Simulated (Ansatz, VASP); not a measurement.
## One calculation of HfO2, two programs

The input INCAR:

```
ALGO = Normal ; EDIFF = 1E-6
EDIFFG = -0.02 ; ENCUT = 600
GGA = PE ; IBRION = 2
ISIF = 3 ; ISMEAR = -1
LASPH = True ; LCHARG = False
LDAU = True ; LDAUJ = 0 0
LDAUL = 2 -1 ; LDAUPRINT = 1
LDAUTYPE = 2 ; LDAUU = 2 0
LMAXMIX = 4 ; LREAL = False
LWAVE = False ; NELM = 100
NSW = 40 ; PREC = Accurate
SIGMA = 0.05
```

KPOINTS

```
k-points
0
Gamma
  4 6 3
```

File POSCAR:

```
HfO2
1.0
    5.5563950000      0.0000000000      0.0000000000
    0.0000000000      3.3335970000      0.0000000000
    0.0000000000      0.0000000000      6.5049950000
Hf O
4 8
Direct
    0.7486820000      0.7500000000      0.6078710000
    0.2513180000      0.2500000000      0.3921290000
    0.2486820000      0.7500000000      0.8921290000
    0.7513180000      0.2500000000      0.1078710000
    0.6394990000      0.2500000000      0.4234000000
    0.3605010000      0.7500000000      0.5766000000
    0.1394990000      0.2500000000      0.0766000000
    0.8605010000      0.7500000000      0.9234000000
    0.5207940000      0.2500000000      0.8414530000
    0.4792060000      0.7500000000      0.1585470000
    0.0207940000      0.2500000000      0.6585470000
    0.9792060000      0.7500000000      0.3414530000
```

The input input.yaml:

```yaml
crystal:
  lattice:
    - [5.556395, 0.0, 0.0]
    - [0.0, 3.333597, 0.0]
    - [0.0, 0.0, 6.504995]
  atoms:
    - { symbol: Hf, position: [0.748682, 0.75, 0.607871] }
    - { symbol: Hf, position: [0.251318, 0.25, 0.392129] }
    - { symbol: Hf, position: [0.248682, 0.75, 0.892129] }
    - { symbol: Hf, position: [0.751318, 0.25, 0.107871] }
    - { symbol: O, position: [0.639499, 0.25, 0.4234] }
    - { symbol: O, position: [0.360501, 0.75, 0.5766] }
    - { symbol: O, position: [0.139499, 0.25, 0.0766] }
    - { symbol: O, position: [0.860501, 0.75, 0.9234] }
    - { symbol: O, position: [0.520794, 0.25, 0.841453] }
    - { symbol: O, position: [0.479206, 0.75, 0.158547] }
    - { symbol: O, position: [0.020794, 0.25, 0.658547] }
    - { symbol: O, position: [0.979206, 0.75, 0.341453] }
hamiltonian:
  xc: pbe
  pseudopotentials: { kind: paw }
  hubbard: { sites: [{ species: Hf, l: d, u_eff: 2.0 }] }
kpoints:
  mp_grid: { grid: [4, 6, 3] }
scf:
  occupations: { method: fermi_dirac, width: 0.05 }
output:
  forces: true
  stress: true
  eigenvalues: true
relax:
  f_tol: 0.01
  max_steps: 40
  cell: { stress_tol: 0.05 }
```

Measurements of this composition are mostly on another form, of space group No. 14.

Alike in both runs: task relaxation of cell and atoms; functional PBE; k mesh 4 × 6 × 3; occupations fermi-dirac, width 0.05 eV; no spin polarisation; Hubbard terms Hf d U = 2 eV.

|  | VASP | Ansatz |
| --- | --- | --- |
| version | VASP 6.6.1 | Ansatz 0.2.0 |
| potentials or method | VASP PAW PBE potentials, release 64 (Hf_pv, O) | Ansatz PAW |
| plane-wave cutoff (eV) | 600 | 420 |
| valence electrons in the cell | 88 | 152 |

|  | VASP | Ansatz | Ansatz less VASP |
| --- | --- | --- | --- |
| gap on the k mesh at the Fermi level, each at its own relaxed structure (eV) | 3.59 | 3.76 | +0.168 |
| relaxed volume (Å³/atom) | 10.26 | 10.32 | +0.058 |
| relaxed cell length with the largest relative difference (Å) | 3.354 | 3.374 | +0.0202 |
| energy change over the relaxation (meV/atom) | -4 | -5 | -1.1 |

The programs project onto different local orbitals, so the same U acts differently. The two sets of potentials don't hold the same shells in valence.

Caveats: spin-orbit coupling is left out, which moves the levels of the heavy elements; an odd mesh through Γ misses points on the zone boundary, where band edges often lie (VASP); odd divisions of the mesh miss points on the zone boundary, where band edges often lie, so the gap on the mesh can be too wide (Ansatz); the plane-wave basis is chosen anew once the cell has moved, so the energies of steps on either side of that aren't comparable (Ansatz); the pressure holds a Pulay correction of +0.9 GPa for the finite cutoff (Ansatz).
